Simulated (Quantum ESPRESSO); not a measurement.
Wanted: the native input for a Quantum ESPRESSO 7.5 run.

* Task: band structure
* Functional: PBE
* Potentials or basis: PseudoDojo 0.5 SR PBE stringent
* Cutoff: 1143 eV
* Density cutoff: 4572 eV
* k mesh: 13 × 13 × 13
* Occupations: fermi-dirac, width 0.05 eV
* Spin: no spin polarisation
* Mixing beta: 0.5
* Most SCF iterations: 120
* SCF threshold: 4e-10 Ry

Crystal: BN.

```
CELL_PARAMETERS angstrom
0.00000 1.81300 1.81300
1.81300 0.00000 1.81300
1.81300 1.81300 0.00000
ATOMIC_POSITIONS crystal
N 0.25000 0.25000 0.25000
B 0.00000 0.00000 0.00000
```

The cell is a database's computed one.

One way to write it, as run:

pw.in

```
&CONTROL
  calculation = 'scf'
  prefix = 'pwscf'
  outdir = './tmp'
  pseudo_dir = './pseudo'
  tprnfor = .true.
  tstress = .true.
  disk_io = 'low'
/
&SYSTEM
  ibrav = 0
  nat = 2
  ntyp = 2
  ecutwfc = 84
  nbnd = 9
  occupations = 'smearing'
  smearing = 'fd'
  degauss = 0.00367493
/
&ELECTRONS
  conv_thr = 4d-10
  electron_maxstep = 120
  mixing_beta = 0.5
/
ATOMIC_SPECIES
N     14.0070 N.upf
B     10.8100 B.upf
CELL_PARAMETERS angstrom
   0.0000000000    1.8130010000    1.8130010000
   1.8130010000    0.0000000000    1.8130010000
   1.8130010000    1.8130010000    0.0000000000
ATOMIC_POSITIONS crystal
N      0.2500000000    0.2500000000    0.2500000000
B      0.0000000000    0.0000000000    0.0000000000
K_POINTS automatic
13 13 13 0 0 0
```

bands.in

```
&CONTROL
  calculation = 'bands'
  prefix = 'pwscf'
  outdir = './tmp'
  pseudo_dir = './pseudo'
  disk_io = 'low'
  verbosity = 'high'
/
&SYSTEM
  ibrav = 0
  nat = 2
  ntyp = 2
  ecutwfc = 84
  nbnd = 9
  occupations = 'smearing'
  smearing = 'fd'
  degauss = 0.00367493
/
&ELECTRONS
  conv_thr = 1d-08
  electron_maxstep = 120
  mixing_beta = 0.5
  diago_full_acc = .true.
  startingwfc = 'random'
/
ATOMIC_SPECIES
N     14.0070 N.upf
B     10.8100 B.upf
CELL_PARAMETERS angstrom
   0.0000000000    1.8130010000    1.8130010000
   1.8130010000    0.0000000000    1.8130010000
   1.8130010000    1.8130010000    0.0000000000
ATOMIC_POSITIONS crystal
N      0.2500000000    0.2500000000    0.2500000000
B      0.0000000000    0.0000000000    0.0000000000
K_POINTS crystal
60
 0.0000000000  0.0000000000  0.0000000000 1
 0.0625000000  0.0000000000  0.0625000000 1
 0.1250000000  0.0000000000  0.1250000000 1
 0.1875000000  0.0000000000  0.1875000000 1
 0.2500000000  0.0000000000  0.2500000000 1
 0.3125000000  0.0000000000  0.3125000000 1
 0.3750000000  0.0000000000  0.3750000000 1
 0.4375000000  0.0000000000  0.4375000000 1
 0.5000000000  0.0000000000  0.5000000000 1
 0.5000000000  0.0625000000  0.5625000000 1
 0.5000000000  0.1250000000  0.6250000000 1
 0.5000000000  0.1875000000  0.6875000000 1
 0.5000000000  0.2500000000  0.7500000000 1
 0.4375000000  0.3125000000  0.7500000000 1
 0.3750000000  0.3750000000  0.7500000000 1
 0.3375000000  0.3375000000  0.6750000000 1
 0.3000000000  0.3000000000  0.6000000000 1
 0.2625000000  0.2625000000  0.5250000000 1
 0.2250000000  0.2250000000  0.4500000000 1
 0.1875000000  0.1875000000  0.3750000000 1
 0.1500000000  0.1500000000  0.3000000000 1
 0.1125000000  0.1125000000  0.2250000000 1
 0.0750000000  0.0750000000  0.1500000000 1
 0.0375000000  0.0375000000  0.0750000000 1
 0.0000000000  0.0000000000  0.0000000000 1
 0.0625000000  0.0625000000  0.0625000000 1
 0.1250000000  0.1250000000  0.1250000000 1
 0.1875000000  0.1875000000  0.1875000000 1
 0.2500000000  0.2500000000  0.2500000000 1
 0.3125000000  0.3125000000  0.3125000000 1
 0.3750000000  0.3750000000  0.3750000000 1
 0.4375000000  0.4375000000  0.4375000000 1
 0.5000000000  0.5000000000  0.5000000000 1
 0.5250000000  0.4500000000  0.5250000000 1
 0.5500000000  0.4000000000  0.5500000000 1
 0.5750000000  0.3500000000  0.5750000000 1
 0.6000000000  0.3000000000  0.6000000000 1
 0.6250000000  0.2500000000  0.6250000000 1
 0.5833333333  0.2500000000  0.6666666667 1
 0.5416666667  0.2500000000  0.7083333333 1
 0.5000000000  0.2500000000  0.7500000000 1
 0.5000000000  0.2857142857  0.7142857143 1
 0.5000000000  0.3214285714  0.6785714286 1
 0.5000000000  0.3571428571  0.6428571429 1
 0.5000000000  0.3928571429  0.6071428571 1
 0.5000000000  0.4285714286  0.5714285714 1
 0.5000000000  0.4642857143  0.5357142857 1
 0.5000000000  0.5000000000  0.5000000000 1
 0.4821428571  0.4821428571  0.5357142857 1
 0.4642857143  0.4642857143  0.5714285714 1
 0.4464285714  0.4464285714  0.6071428571 1
 0.4285714286  0.4285714286  0.6428571429 1
 0.4107142857  0.4107142857  0.6785714286 1
 0.3928571429  0.3928571429  0.7142857143 1
 0.3750000000  0.3750000000  0.7500000000 1
 0.6250000000  0.2500000000  0.6250000000 1
 0.5937500000  0.1875000000  0.5937500000 1
 0.5625000000  0.1250000000  0.5625000000 1
 0.5312500000  0.0625000000  0.5312500000 1
 0.5000000000  0.0000000000  0.5000000000 1
```

Potentials or basis: PseudoDojo 0.5 SR PBE stringent.

The run is started by

```console
$ OMP_NUM_THREADS=1 pw.x -in pw.in > pw.out
$ OMP_NUM_THREADS=1 pw.x -in bands.in > bands.out
```

It gave:

The pressure is -0.8 GPa, the band gap on the k mesh is 4.60 eV, indirect (least direct gap 8.83 eV) and the band gap along the path is 4.52 eV, indirect (least direct gap 8.83 eV).

It took 23 s on 1 thread of Intel(R) Xeon(R) Platinum 8259CL CPU @ 2.50GHz (Skylake/Cascade Lake), on a shared host, peak memory 0.09 GiB.
